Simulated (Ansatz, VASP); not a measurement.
**Two plane-wave programs on SiO2**

File INCAR:

```
PREC     = Accurate       # precision mode
ENCUT    = 520            # plane-wave cutoff, eV
EDIFF    = 1E-7           # SCF threshold, eV
ISMEAR   = -1             # smearing method
SIGMA    = 0.05           # smearing width, eV
LREAL    = False          # projectors in reciprocal space
LASPH    = True           # aspherical terms in the spheres
NELM     = 60             # most SCF steps
ALGO     = Normal         # electronic algorithm
ISIF     = 2              # what is computed and relaxed
LWAVE    = False          # write WAVECAR
LCHARG   = True           # write CHGCAR
GGA      = PE             # functional
LELF     = True           # ELF
LVHAR    = True         
NBANDS   = 34             # bands
```

Contents of KPOINTS:

```
regular mesh
0
Gamma
  6 6 5
```

File POSCAR:

```
SiO2
1.0
    5.0605222284      0.0000000000      0.0000000000
   -2.5302611142      4.3825408062      0.0000000000
    0.0000000000      0.0000000000      5.5413533100
Si O
3 6
Direct
    0.5028780000     -0.0032540000     -0.0027860000
    0.5082360000      0.5028030000      0.6639440000
    0.0032410000      0.5017660000      0.3364180000
    0.2075460000      0.7795540000      0.1745310000
    0.2068240000      0.4150730000      0.5055590000
    0.4173000000      0.2110010000      0.8277000000
    0.8026010000      0.2179900000      0.1582390000
    0.7779570000      0.5910150000      0.4979760000
    0.5876150000      0.7965730000      0.8289420000
```

input.yaml

```yaml
crystal:
  lattice:
    - [5.0605222284, 0.0, 0.0]
    - [-2.5302611142, 4.3825408062, 0.0]
    - [0.0, 0.0, 5.54135331]
  atoms:
    - { symbol: Si, position: [0.502878, -0.003254, -0.002786] }
    - { symbol: Si, position: [0.508236, 0.502803, 0.663944] }
    - { symbol: Si, position: [0.003241, 0.501766, 0.336418] }
    - { symbol: O, position: [0.207546, 0.779554, 0.174531] }
    - { symbol: O, position: [0.206824, 0.415073, 0.505559] }
    - { symbol: O, position: [0.4173, 0.211001, 0.8277] }
    - { symbol: O, position: [0.802601, 0.21799, 0.158239] }
    - { symbol: O, position: [0.777957, 0.591015, 0.497976] }
    - { symbol: O, position: [0.587615, 0.796573, 0.828942] }
hamiltonian:
  xc: pbe
  pseudopotentials: { kind: paw }
kpoints:
  mp_grid: { grid: [6, 6, 5] }
scf:
  occupations: { method: fermi_dirac, width: 0.05 }
output:
  forces: true
  stress: true
  eigenvalues: true
```

Change from the starting cell: atoms moved at random, drawn with an rms of 0.05 Å.

Alike in both runs: task single point; functional PBE; k mesh 6 × 6 × 5; occupations fermi-dirac, width 0.05 eV; no spin polarisation.

|  | VASP | Ansatz |
| --- | --- | --- |
| version | VASP 6.6.1 | Ansatz 0.2.0 |
| potentials or method | VASP PAW PBE potentials, release 64 (Si, O) | Ansatz PAW |
| plane-wave cutoff (eV) | 520 | 420 |
| valence electrons in the cell | 48 | 48 |

```csv
,VASP,Ansatz,Ansatz less VASP
gap on the k mesh at the Fermi level (eV),5.64,5.64,+0.002
least direct gap on the mesh (eV),5.84,5.84,-0.001
pressure (GPa),6.0,5.9,-0.09
largest component of the traceless stress (GPa),2.83,2.85,+0.019
rms of the force components (eV/Å),1.658,1.641,-0.0173
```

Atom by atom the forces differ by 0.021 eV/Å (rms over components).

Caveats: an odd mesh through Γ misses points on the zone boundary, where band edges often lie (VASP); odd divisions of the mesh miss points on the zone boundary, where band edges often lie, so the gap on the mesh can be too wide (Ansatz); the pressure holds a Pulay correction of +0.6 GPa for the finite cutoff (Ansatz).
